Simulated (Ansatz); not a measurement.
Crystal: MgSi.

```
Si Mg
1.0
     2.90839    0.00000    0.00000
     0.00000    2.90839    0.00000
     0.00000    0.00000    4.10343
Si Mg
1 1
Direct
  0.50000 0.50000 0.50000
  0.00000 0.00000 0.00000
```

The cell comes from a database or a generator and needn't be the stable form of this composition.

Base run:

- Program: Ansatz 0.2.0
- Functional: LDA
- Potentials or basis: all-electron LAPW, scalar-relativistic
- Cutoff: 140 eV (chosen from the basis error)
- Basis error allowed: 0.001 eV/atom
- k mesh: 9 × 9 × 7
- Occupations: fermi-dirac, width 0.05 eV
- Spin: no spin polarisation

Its results: pressure -3.2 GPa.

Task: The run is repeated on the same cell with these changes: functional from LDA to PBEsol. What comes out?

Result: Pressure -1.5 GPa.

PBEsol binds less tightly than LDA, so the same cell stands under more pressure.
